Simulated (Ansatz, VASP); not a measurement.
# Al: VASP beside Ansatz

INCAR

```
SYSTEM = Al
  PREC = Accurate
  ENCUT = 520
  EDIFF = 1E-7
  ISMEAR = -1
  SIGMA = 0.05
  LREAL = .False.
  LASPH = .True.
  NELM = 100
  ALGO = Normal
  ISIF = 2
  LWAVE = .False.
  LCHARG = .True.
  GGA = PS
  LELF = .True.
  LVHAR = .True.
  NBANDS = 8
```

Contents of KPOINTS:

```
regular mesh
0
Gamma
  12 12 12
  0 0 0
```

POSCAR

```
Al
1.0
   -1.5912186900      1.5912186900      1.5912186900
    1.5912186900     -1.5912186900      1.5912186900
    1.5912186900      1.5912186900     -1.5912186900
Al
1
Direct
    0.0000000000      0.0000000000      0.0000000000
```

input.yaml

```yaml
crystal:
  lattice:
    - [-1.59121869, 1.59121869, 1.59121869]
    - [1.59121869, -1.59121869, 1.59121869]
    - [1.59121869, 1.59121869, -1.59121869]
  atoms:
    - { symbol: Al, position: [0.0, 0.0, 0.0] }
hamiltonian:
  xc: pbesol
  pseudopotentials: { kind: paw }
kpoints:
  mp_grid: { grid: [12, 12, 12] }
scf:
  occupations: { method: fermi_dirac, width: 0.05 }
output:
  forces: true
  stress: true
  eigenvalues: true
  write_density: true
  write_potential: true
  elf: true
  volumetric_format: npy
```

This isn't the form of Al at room conditions, which is fcc.

Alike in both runs: task single point; functional PBEsol; k mesh 12 × 12 × 12; occupations fermi-dirac, width 0.05 eV; no spin polarisation.

|  | VASP | Ansatz |
| --- | --- | --- |
| version | VASP 6.6.1 | Ansatz 0.2.0 |
| potentials or method | VASP PAW PBE potentials, release 64 (Al) | Ansatz PAW |
| plane-wave cutoff (eV) | 520 | 420 |
| valence electrons in the cell | 3 | 3 |

VASP gave:

* gap on the k mesh at the Fermi level (eV): none
* pressure (GPa): 2.3

Problem. What did Ansatz give for the same quantities?

Solution. gap on the k mesh at the Fermi level (eV): none; pressure (GPa): 2.2.

A gap of «none» marks a metal or a gap that the smearing closes.

Caveats: the PAW data sets were made with another functional, which shifts forces and pressure a little (VASP); the PAW data sets come from PBE, with cores solved anew for the run's functional, which leaves a small shift of forces and pressure (Ansatz).
